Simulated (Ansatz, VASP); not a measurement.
## KBr: VASP beside Ansatz

```
CELL_PARAMETERS angstrom
0.00000 3.23481 3.23481
3.23481 0.00000 3.23481
3.23481 3.23481 0.00000
ATOMIC_POSITIONS crystal
K 0.00000 0.00000 0.00000
Br 0.50000 0.50000 0.50000
```

Alike in both runs: task single point; functional r2SCAN; k mesh 6 × 6 × 6; occupations gaussian, width 0.02 eV; no spin polarisation.

```csv
,VASP,Ansatz
version,VASP 6.6.1,Ansatz 0.2.0
potentials or method,"VASP PAW PBE potentials, release 64 (K_sv, Br)","scalar-relativistic, plane waves, PAW"
plane-wave cutoff (eV),520,500
valence electrons in the cell,16,16
```

|  | VASP | Ansatz | Ansatz less VASP |
| --- | --- | --- | --- |
| gap on the k mesh at the Fermi level (eV) | 5.26 | 5.26 | -0.003 |
| least direct gap on the mesh (eV) | 5.26 | 5.26 | -0.003 |
| pressure (GPa) | 1.2 | 1.2 | -0.01 |

Caveats: the PAW data sets were made with another functional, which shifts forces and pressure a little (VASP). r2SCAN opens gaps a little over a GGA but as a rule still falls short of measured ones.
